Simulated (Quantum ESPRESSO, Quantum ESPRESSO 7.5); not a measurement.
## F on fcc sites of Co(0001), stepped through the coverage

Wanted: a table for F on fcc sites of Co(0001) against the coverage, and what can be fitted to it.

Method: plane-wave DFT, PBE, GBRV ultrasoft pseudopotentials, in Quantum ESPRESSO 7.5.

Most raw output is cut from this account.

## (1) Starting point

Symmetry: P6_3/mmc, No. 194, hexagonal system. Conventional cell: a = 2.510 Å, b = 2.510 Å, c = 4.071 Å, α = 90.00°, β = 90.00°, γ = 120.00°. Nearest to Co lie 12 Co at 2.50 to 2.51 Å.

Set-up: Slabs of 3 layers, covered on the upper face; adsorbates and the top layer relax in a periodic cell, the rest is held (the clean slab relaxes both outer layers); a run under open boundaries (ESM, bc1) gives both vacuum levels. Cells of one to 6 surface sites carry the coverages, on meshes of like density; cold smearing of 0.02 Ry. The slabs take the lattice constants of the bulk relaxed by the same program.

Members 0.25, 0.3333, 0.5 and 0.6667 took the same steps and show in the table alone.

## (2) Relaxing cell and ions of the reference

The bulk crystal is relaxed in cell and atoms; the members are built on its lattice constants.

ref.vc.in reads:

```
&control
  prefix = 'ref.vc'
  outdir = './out'
  pseudo_dir = './pseudo'
  nstep = 40
  forc_conv_thr = 0.0003
  calculation = 'vc-relax'
/
&system
  ibrav = 0
  nat = 2
  ntyp = 1
  ecutwfc = 50
  ecutrho = 250
  occupations = 'smearing'
  smearing = 'mv'
  degauss = 0.02
  nspin = 2
  starting_magnetization(1) = 0.28
/
&electrons
  conv_thr = 1e-09
  mixing_beta = 0.4
  electron_maxstep = 120
/
&ions
/
&cell
  press_conv_thr = 0.3
/
ATOMIC_SPECIES
  Co  58.9332  co_pbe_v1.2.uspp.F.UPF
CELL_PARAMETERS angstrom
  2.51000000000000 0.00000000000000 0.00000000000000
  -1.25500000000000 2.17372376349894 0.00000000000000
  0.00000000000000 0.00000000000000 4.07122000000000
ATOMIC_POSITIONS crystal
  Co  0.333333333333 0.666666666667 0.250000000000
  Co  0.666666666667 0.333333333333 0.750000000000
K_POINTS automatic
  19 19 10 0 0 0
```

The run is started by

```bash
$ OMP_NUM_THREADS=1 mpirun -n 8 pw.x -nk 8 -in ref.vc.in > ref.vc.out
```

Wall time 1.9 min (8 MPI ranks of Arm Neoverse V1, shared host); peak memory 0.57 GiB; 15 min of CPU time.

Step by step:

```csv
step,energy less that of the first step (eV),largest force (eV/Å),volume (Å³)
1,0.0000,0.0000,22.21
2,-0.0090,0.0000,21.63
3,-0.0091,0.0000,21.66
4,-0.0091,0.0000,21.67
5,-0.0091,0.0000,21.66
6,-0.0067,0.0000,21.66
```

| conventional cell, symmetrised | before | after | change |
| --- | --- | --- | --- |
| a (Å) | 2.510 | 2.491 | -0.8 % |
| b (Å) | 2.510 | 2.491 | -0.8 % |
| c (Å) | 4.071 | 4.032 | -1.0 % |
| volume (Å³/atom) | 11.11 | 10.83 | -2.5 % |

Final coordinates:

```cif
data_structure
_symmetry_space_group_name_H-M 'P 1'
_symmetry_Int_Tables_number 1
_cell_length_a 2.4907
_cell_length_b 2.4907
_cell_length_c 4.0323
_cell_angle_alpha 90.000
_cell_angle_beta 90.000
_cell_angle_gamma 120.000
_cell_volume 21.66
loop_
_atom_site_label
_atom_site_type_symbol
_atom_site_fract_x
_atom_site_fract_y
_atom_site_fract_z
_atom_site_occupancy
Co1 Co 0.33333 0.66667 0.25000 1
Co2 Co 0.66667 0.33333 0.75000 1
```

 The last row is no step: it is a fresh SCF in the final cell with a new plane-wave basis, +2 meV from the row before.

Read from the output:

| Item | Value |
| --- | --- |
| free energy | -8122.3208 eV |
| Fermi energy | 18.52 eV |
| total moment | 3.29 μB |
| absolute moment | 3.66 μB |
| site moments | 1.728, 1.728 μB |

## (3) Self-consistent run of the reference

A bulk run at that cell gives the reference energy and levels.

ref.bulk.in reads:

```
&control
  prefix = 'ref.bulk'
  outdir = './out'
  pseudo_dir = './pseudo'
  calculation = 'scf'
  tprnfor = .true.
/
&system
  ibrav = 0
  nat = 2
  ntyp = 1
  ecutwfc = 40
  ecutrho = 200
  occupations = 'smearing'
  smearing = 'mv'
  degauss = 0.02
  nspin = 2
  starting_magnetization(1) = 0.28
/
&electrons
  conv_thr = 1e-09
  mixing_beta = 0.4
  electron_maxstep = 120
/
ATOMIC_SPECIES
  Co  58.9332  co_pbe_v1.2.uspp.F.UPF
CELL_PARAMETERS angstrom
  2.49074849200000 0.00000000000000 0.00000000000000
  -1.24537424600000 2.15705146900000 0.00000000000000
  0.00000000000000 0.00000000000000 4.03227086300000
ATOMIC_POSITIONS crystal
  Co  0.333333333300 0.666666666700 0.250000000000
  Co  0.666666666700 0.333333333300 0.750000000000
K_POINTS automatic
  19 19 10 0 0 0
```

The run is started by

```bash
$ OMP_NUM_THREADS=1 mpirun -n 8 pw.x -nk 8 -in ref.bulk.in > ref.bulk.out
```

It took 12 s on 8 MPI ranks; peak memory 0.47 GiB; 92 s of CPU time.

Read from the output:

```
free energy  : -8122.2952 eV
site moments : 1.730, 1.730 μB
```

## (4) Relaxing the ions of the reference

The free molecule gives the reference for adsorption energies.

System of this step: F2 molecule in a box. The cell holds 2 atoms: 2 F. Its edges and angles: a = 11.000 Å, b = 11.500 Å, c = 13.000 Å, α = 90.0°, β = 90.0°, γ = 90.0°. Vacuum lies along a, b and c.

ref.gas.in reads:

```
&control
  prefix = 'ref.gas'
  outdir = './out'
  pseudo_dir = './pseudo'
  nstep = 40
  forc_conv_thr = 0.001
  calculation = 'relax'
/
&system
  ibrav = 0
  nat = 2
  ntyp = 1
  ecutwfc = 40
  ecutrho = 200
  occupations = 'smearing'
  smearing = 'gaussian'
  degauss = 0.002
/
&electrons
  conv_thr = 1e-07
  mixing_beta = 0.4
  electron_maxstep = 120
/
&ions
/
ATOMIC_SPECIES
  F   18.9984  f_pbe_v1.4.uspp.F.UPF
CELL_PARAMETERS angstrom
  11.00000000000000 0.00000000000000 0.00000000000000
  0.00000000000000 11.50000000000000 0.00000000000000
  0.00000000000000 0.00000000000000 13.00000000000000
ATOMIC_POSITIONS crystal
  F   0.500000000000 0.500000000000 0.445384615385
  F   0.500000000000 0.500000000000 0.554615384615
K_POINTS automatic
  1 1 1 0 0 0
```

The run is started by

```bash
$ OMP_NUM_THREADS=1 mpirun -n 8 pw.x -nk 1 -in ref.gas.in > ref.gas.out
```

Wall time 2.8 s (8 MPI ranks); peak memory 0.66 GiB.

The forces lay under the threshold from the start, so no ionic step was taken.

Read from the output:

| Quantity | Value |
| --- | --- |
| free energy | -1318.6309 eV |
| Fermi energy | -7.927 eV |

## (5) Relaxation with pw.x, 0 ML

What the set-up leaves free in this member is relaxed.

System of this step: Co(0001), 3 layers, 1 sites a cell. The cell holds 3 atoms: 3 Co. Its edges and angles: a = 2.491 Å, b = 2.491 Å, c = 17.898 Å, α = 90.0°, β = 90.0°, γ = 60.0°. It derives from Co. Vacuum lies along c.

m0.relax.in reads:

```
&control
  prefix = 'm0.relax'
  outdir = './out'
  pseudo_dir = './pseudo'
  nstep = 70
  forc_conv_thr = 0.0015
  calculation = 'relax'
/
&system
  ibrav = 0
  nat = 3
  ntyp = 1
  ecutwfc = 40
  ecutrho = 200
  occupations = 'smearing'
  smearing = 'mv'
  degauss = 0.02
  nspin = 2
  starting_magnetization(1) = 0.28
/
&electrons
  conv_thr = 1e-07
  mixing_beta = 0.3
  electron_maxstep = 120
  mixing_mode = 'local-TF'
/
&ions
/
ATOMIC_SPECIES
  Co  58.9332  co_pbe_v1.2.uspp.F.UPF
CELL_PARAMETERS angstrom
  2.49074849200000 0.00000000000000 0.00000000000000
  1.24537424600000 2.15705146850978 0.00000000000000
  0.00000000000000 0.00000000000000 17.89833363582976
ATOMIC_POSITIONS crystal
  Co  0.000000000000 0.000000000000 0.387356249329
  Co  0.666666666700 0.666666666700 0.500000000000 0 0 0
  Co  0.000000000000 0.000000000000 0.612643750671
K_POINTS automatic
  10 10 1 0 0 0
```

The run is started by

```bash
$ OMP_NUM_THREADS=1 mpirun -n 8 pw.x -nk 4 -in m0.relax.in > m0.relax.out
```

Run time: 42 s. Hardware: 8 MPI ranks; peak memory 0.57 GiB; 5.6 min of CPU time.

Relaxation path:

```
step  energy less that of the first step (eV)  largest force (eV/Å)
   1                                   0.0000                0.2251
   2                                  -0.0019                0.1958
   3                                  -0.0037                0.1587
   4                                  -0.0058                0.1102
   5                                  -0.0074                0.0370
   6                                  -0.0076                0.0023
```

The atoms that moved most (Å):

```csv
atom,dx,dy,dz,length
Co1,0.000,0.000,0.035,0.035
Co3,0.000,0.000,-0.035,0.035
```

Final coordinates:

```
Co
1.0
     2.49075    0.00000    0.00000
     1.24537    2.15705    0.00000
     0.00000    0.00000   17.89833
Co
3
Direct
  0.00000 0.00000 0.38929
  0.66667 0.66667 0.50000
  0.00000 0.00000 0.61071
```

The relaxation lowers the energy by 3 meV an atom. On the free atoms the largest force ends at 0.002 eV/Å.

Numbers from this step:

| Quantity | Value |
| --- | --- |
| free energy | -12181.9993 eV |
| Fermi energy | 3.126 eV |
| total moment | 5.16 μB |
| absolute moment | 5.75 μB |
| site moments | 1.816, 1.778, 1.816 μB |

## (6) Self-consistent run, 0 ML

A run under open boundaries on these atoms gives the vacuum levels.

m0.esm.in reads:

```
&control
  prefix = 'm0.esm'
  outdir = './out'
  pseudo_dir = './pseudo'
  calculation = 'scf'
  tprnfor = .true.
/
&system
  ibrav = 0
  nat = 3
  ntyp = 1
  ecutwfc = 40
  ecutrho = 200
  occupations = 'smearing'
  smearing = 'mv'
  degauss = 0.02
  assume_isolated = 'esm'
  esm_bc = 'bc1'
  nspin = 2
  starting_magnetization(1) = 0.28
/
&electrons
  conv_thr = 1e-07
  mixing_beta = 0.25
  electron_maxstep = 160
  mixing_mode = 'local-TF'
  mixing_ndim = 12
/
ATOMIC_SPECIES
  Co  58.9332  co_pbe_v1.2.uspp.F.UPF
CELL_PARAMETERS angstrom
  2.49074849200000 0.00000000000000 0.00000000000000
  1.24537424600000 2.15705146850978 0.00000000000000
  0.00000000000000 0.00000000000000 17.89833363582976
ATOMIC_POSITIONS crystal
  Co  0.000000000000 0.000000000000 -0.110708295500
  Co  0.666666666700 0.666666666700 0.000000000000
  Co  0.000000000000 0.000000000000 0.110708295500
K_POINTS automatic
  10 10 1 0 0 0
```

The run is started by

```bash
$ OMP_NUM_THREADS=1 mpirun -n 8 pw.x -nk 4 -in m0.esm.in > m0.esm.out
```

It took 18 s on 8 MPI ranks; peak memory 0.57 GiB.

This step gave:

| Item | Value |
| --- | --- |
| Fermi energy | -4.956 eV |
| vacuum line at the lower end of the cell, over the Fermi level | 4.956 eV |
| vacuum line at the upper end of the cell, over the Fermi level | 4.956 eV |

Electrostatic potential energy of an electron; zero at the Fermi level. The potential energy, planar mean by z:

z (Å), potential energy, planar mean (eV) and a bar from the least value:
```
     -8.5        5.0 ##############################
     -8.0        5.0 ##############################
     -7.5        5.0 ##############################
     -7.0        5.0 ##############################
     -6.5        5.0 ##############################
     -6.0        5.0 ##############################
     -5.5        4.9 ##############################
     -5.0        4.9 ##############################
     -4.5        4.9 ##############################
     -4.0        4.6 ##############################
     -3.5        3.9 #############################
     -3.0        1.2 ###########################
     -2.5       -9.5 #################
     -2.0      -27.0 
     -1.5      -11.2 ###############
     -1.0       -1.3 ########################
     -0.5      -10.6 ###############
      0.0      -27.2 
      0.5      -10.6 ###############
      1.0       -1.3 ########################
      1.5      -11.2 ###############
      2.0      -27.0 
      2.5       -9.5 #################
      3.0        1.2 ###########################
      3.5        3.9 #############################
      4.0        4.6 ##############################
      4.5        4.9 ##############################
      5.0        4.9 ##############################
      5.5        4.9 ##############################
      6.0        5.0 ##############################
      6.5        5.0 ##############################
      7.0        5.0 ##############################
      7.5        5.0 ##############################
      8.0        5.0 ##############################
      8.5        5.0 ##############################
```

The vacuum levels are read from the outermost 0.7 Å of the cell on either side.

Inside the slab this potential holds the local part of the pseudopotentials, which can be repulsive at the nuclei; only its value in the vacuum has a meaning of its own.

## (7) Relaxation with pw.x, 0.1667 ML

System of this step: Co(0001), 3 layers, 6 sites a cell, 1 F on fcc sites. The cell holds 19 atoms: 18 Co and 1 F. Cell: a = 7.472 Å, b = 4.981 Å, c = 19.005 Å, α = 90.0°, β = 90.0°, γ = 60.0°. It derives from Co. Vacuum lies along c.

m1.relax.in reads:

```
&control
  prefix = 'm1.relax'
  outdir = './out'
  pseudo_dir = './pseudo'
  nstep = 70
  forc_conv_thr = 0.0015
  calculation = 'relax'
/
&system
  ibrav = 0
  nat = 19
  ntyp = 2
  ecutwfc = 40
  ecutrho = 200
  occupations = 'smearing'
  smearing = 'mv'
  degauss = 0.02
  nspin = 2
  starting_magnetization(1) = 0.28
/
&electrons
  conv_thr = 1e-07
  mixing_beta = 0.3
  electron_maxstep = 120
  mixing_mode = 'local-TF'
/
&ions
/
ATOMIC_SPECIES
  Co  58.9332  co_pbe_v1.2.uspp.F.UPF
  F   18.9984  f_pbe_v1.4.uspp.F.UPF
CELL_PARAMETERS angstrom
  7.47224547600000 0.00000000000000 0.00000000000000
  2.49074849200000 4.31410293701956 0.00000000000000
  0.00000000000000 0.00000000000000 19.00516934814567
ATOMIC_POSITIONS crystal
  Co  0.888888888900 0.833333333300 0.364797138053 0 0 0
  Co  0.888888888900 0.333333333300 0.364797138053 0 0 0
  Co  0.222222222200 0.833333333300 0.364797138053 0 0 0
  Co  0.222222222200 0.333333333300 0.364797138053 0 0 0
  Co  0.555555555600 0.833333333300 0.364797138053 0 0 0
  Co  0.555555555600 0.333333333300 0.364797138053 0 0 0
  Co  0.111111111100 0.166666666700 0.470880666937 0 0 0
  Co  0.111111111100 0.666666666700 0.470880666937 0 0 0
  Co  0.444444444500 0.166666666700 0.470880666937 0 0 0
  Co  0.444444444500 0.666666666700 0.470880666937 0 0 0
  Co  0.777777777800 0.166666666700 0.470880666937 0 0 0
  Co  0.777777777800 0.666666666700 0.470880666937 0 0 0
  Co  0.888888888900 0.833333333300 0.576964195822
  Co  0.888888888900 0.333333333300 0.576964195822
  Co  0.222222222200 0.833333333300 0.576964195822
  Co  0.222222222200 0.333333333300 0.576964195822
  Co  0.555555555600 0.833333333300 0.576964195822
  Co  0.555555555600 0.333333333300 0.576964195822
  F   0.000000000000 0.000000000000 0.635202861947
K_POINTS automatic
  4 5 1 0 0 0
```

The run is started by

```bash
$ OMP_NUM_THREADS=1 mpirun -n 8 pw.x -nk 1 -in m1.relax.in > m1.relax.out
```

The job ended after 2.1 h (8 MPI ranks; peak memory 2.7 GiB; 17 h of CPU time).

Step by step:

```
step  energy less that of the first step (eV)  largest force (eV/Å)
   1                                   0.0000                5.2173
   2                                  -0.6967                2.1019
   3                                  -0.8365                0.9776
   4                                  -0.8834                0.4207
   5                                  -0.9145                0.5101
   6                                  -0.9418                0.4391
   7                                  -0.9569                0.2437
   8                                  -0.9633                0.1526
   9                                  -0.9648                0.0942
  10                                  -0.9657                0.0832
  11                                  -0.9664                0.0473
  12                                  -0.9666                0.0306
```

The atoms that moved most (Å):

```csv
atom,dx,dy,dz,length
F19,-0.009,0.009,0.369,0.370
Co16,0.023,-0.017,-0.080,0.085
Co18,-0.019,0.012,-0.064,0.068
Co17,0.000,-0.002,-0.054,0.054
Co14,0.004,0.037,0.016,0.041
Co13,-0.025,-0.024,0.014,0.037
Co15,0.026,-0.011,0.017,0.033
```

The relaxation lowers the energy by 51 meV an atom. On the free atoms the largest force ends at 0.031 eV/Å.

This step gave:

* free energy: -73754.3154 eV
* Fermi energy: 2.651 eV
* total moment: 31.93 μB
* absolute moment: 35.24 μB

## (8) Ground state, 0.1667 ML

m1.esm.in reads:

```
&control
  prefix = 'm1.esm'
  outdir = './out'
  pseudo_dir = './pseudo'
  calculation = 'scf'
  tprnfor = .true.
/
&system
  ibrav = 0
  nat = 19
  ntyp = 2
  ecutwfc = 40
  ecutrho = 200
  occupations = 'smearing'
  smearing = 'mv'
  degauss = 0.02
  assume_isolated = 'esm'
  esm_bc = 'bc1'
  nspin = 2
  starting_magnetization(1) = 0.28
/
&electrons
  conv_thr = 1e-07
  mixing_beta = 0.25
  electron_maxstep = 160
  mixing_mode = 'local-TF'
  mixing_ndim = 12
/
ATOMIC_SPECIES
  Co  58.9332  co_pbe_v1.2.uspp.F.UPF
  F   18.9984  f_pbe_v1.4.uspp.F.UPF
CELL_PARAMETERS angstrom
  7.47224547600000 0.00000000000000 0.00000000000000
  2.49074849200000 4.31410293701956 0.00000000000000
  0.00000000000000 0.00000000000000 19.00516934814567
ATOMIC_POSITIONS crystal
  Co  0.888888888900 0.833333333300 -0.144919620700
  Co  0.888888888900 0.333333333300 -0.144919620700
  Co  0.222222222200 0.833333333300 -0.144919620700
  Co  0.222222222200 0.333333333300 -0.144919620700
  Co  0.555555555600 0.833333333300 -0.144919620700
  Co  0.555555555600 0.333333333300 -0.144919620700
  Co  0.111111111100 0.166666666700 -0.038836091900
  Co  0.111111111100 0.666666666700 -0.038836091900
  Co  0.444444444500 0.166666666700 -0.038836091900
  Co  0.444444444500 0.666666666700 -0.038836091900
  Co  0.777777777800 0.166666666700 -0.038836091900
  Co  0.777777777800 0.666666666700 -0.038836091900
  Co  0.887458217800 0.827746645900 0.067985224500
  Co  0.886501583000 0.342016909400 0.068092428000
  Co  0.226586965900 0.830842334700 0.068145864100
  Co  0.226617567600 0.329328005100 0.063061343900
  Co  0.555761103800 0.832823990000 0.064386384000
  Co  0.552109963600 0.336076240500 0.063867842500
  F   -0.001815919300 0.002015846100 0.144919620700
K_POINTS automatic
  4 5 1 0 0 0
```

The run is started by

```bash
$ OMP_NUM_THREADS=1 mpirun -n 8 pw.x -nk 1 -in m1.esm.in > m1.esm.out
```

Elapsed: 26 min, on 8 MPI ranks; peak memory 2.5 GiB; 3.5 h of CPU time.

Numbers from this step:

| Quantity | Value |
| --- | --- |
| free energy | -73754.3144 eV |
| Fermi energy | -5.193 eV |
| vacuum line at the lower end of the cell, over the Fermi level | 5.039 eV |
| vacuum line at the upper end of the cell, over the Fermi level | 5.346 eV |

Inside the slab this potential holds the local part of the pseudopotentials, which can be repulsive at the nuclei; only its value in the vacuum has a meaning of its own.

## (9) Relaxing the ions, 0.75 ML

System of this step: Co(0001), 3 layers, 4 sites a cell, 3 F on fcc sites. The cell holds 15 atoms: 12 Co and 3 F. Its edges and angles: a = 4.981 Å, b = 4.981 Å, c = 19.005 Å, α = 90.0°, β = 90.0°, γ = 60.0°. It derives from Co. Vacuum lies along c.

m6.relax.in reads:

```
&control
  prefix = 'm6.relax'
  outdir = './out'
  pseudo_dir = './pseudo'
  nstep = 70
  forc_conv_thr = 0.0015
  calculation = 'relax'
/
&system
  ibrav = 0
  nat = 15
  ntyp = 2
  ecutwfc = 40
  ecutrho = 200
  occupations = 'smearing'
  smearing = 'mv'
  degauss = 0.02
  nspin = 2
  starting_magnetization(1) = 0.28
/
&electrons
  conv_thr = 1e-07
  mixing_beta = 0.3
  electron_maxstep = 120
  mixing_mode = 'local-TF'
/
&ions
/
ATOMIC_SPECIES
  Co  58.9332  co_pbe_v1.2.uspp.F.UPF
  F   18.9984  f_pbe_v1.4.uspp.F.UPF
CELL_PARAMETERS angstrom
  4.98149698400000 0.00000000000000 0.00000000000000
  2.49074849200000 4.31410293701956 0.00000000000000
  0.00000000000000 0.00000000000000 19.00516934814567
ATOMIC_POSITIONS crystal
  Co  0.833333333300 0.333333333300 0.364797138053 0 0 0
  Co  0.333333333300 0.833333333300 0.364797138053 0 0 0
  Co  0.333333333300 0.333333333300 0.364797138053 0 0 0
  Co  0.833333333300 0.833333333300 0.364797138053 0 0 0
  Co  0.166666666700 0.666666666700 0.470880666937 0 0 0
  Co  0.666666666700 0.166666666700 0.470880666937 0 0 0
  Co  0.666666666700 0.666666666700 0.470880666937 0 0 0
  Co  0.166666666700 0.166666666700 0.470880666937 0 0 0
  Co  0.833333333300 0.333333333300 0.576964195822
  Co  0.333333333300 0.833333333300 0.576964195822
  Co  0.333333333300 0.333333333300 0.576964195822
  Co  0.833333333300 0.833333333300 0.576964195822
  F   0.000000000000 0.500000000000 0.635202861947
  F   0.500000000000 0.000000000000 0.635202861947
  F   0.500000000000 0.500000000000 0.635202861947
K_POINTS automatic
  5 5 1 0 0 0
```

The run is started by

```bash
$ OMP_NUM_THREADS=1 mpirun -n 8 pw.x -nk 2 -in m6.relax.in > m6.relax.out
```

Run time: 22 min. Hardware: 8 MPI ranks; peak memory 1.4 GiB; 3 h of CPU time.

The steps of the relaxation:

| step | energy less that of the first step (eV) | largest force (eV/Å) |
| --- | --- | --- |
| 1 | 0.0000 | 5.4755 |
| 2 | -1.9667 | 1.4160 |
| 3 | -2.0898 | 0.7067 |
| 4 | -2.1563 | 0.8113 |
| 5 | -2.2307 | 0.8937 |
| 6 | -2.2998 | 0.6480 |
| 7 | -2.3355 | 0.2614 |
| 8 | -2.3426 | 0.0841 |
| 9 | -2.3433 | 0.0750 |
| 10 | -2.3436 | 0.0700 |
| 11 | -2.3439 | 0.0367 |

The atoms that moved most (Å):

| atom | dx | dy | dz | length |
| --- | --- | --- | --- | --- |
| F15 | 0.012 | 0.007 | 0.327 | 0.327 |
| F13 | -0.012 | 0.007 | 0.327 | 0.327 |
| F14 | 0.000 | -0.014 | 0.327 | 0.327 |
| Co11 | 0.000 | 0.000 | 0.060 | 0.060 |
| Co12 | 0.042 | 0.024 | 0.027 | 0.056 |
| Co9 | 0.000 | -0.049 | 0.027 | 0.056 |
| Co10 | -0.042 | 0.024 | 0.027 | 0.056 |

The relaxation lowers the energy by 156 meV an atom. On the free atoms the largest force ends at 0.037 eV/Å.

Read from the output:

```
free energy     : -50714.0282 eV
Fermi energy    : 2.657 eV
total moment    : 22.9 μB
absolute moment : 24.96 μB
```

(Part 1 of 2 ends here.)

[Logs are printed without paths, hosts, clocks, repeated set-up lines and the standing remarks that a program may print on its own settings, such as how far it seeks lower states.]

[Hosts, paths, dates, database ids (printed as entryN), source tags and the programs' standing remarks are cut or masked in the printed files.]

[Maps of the electrostatic potential energy from Ansatz leave out the sawtooth potential of an applied field or a dipole correction, so their vacuum need not be flat; planar profiles and work functions include it.]
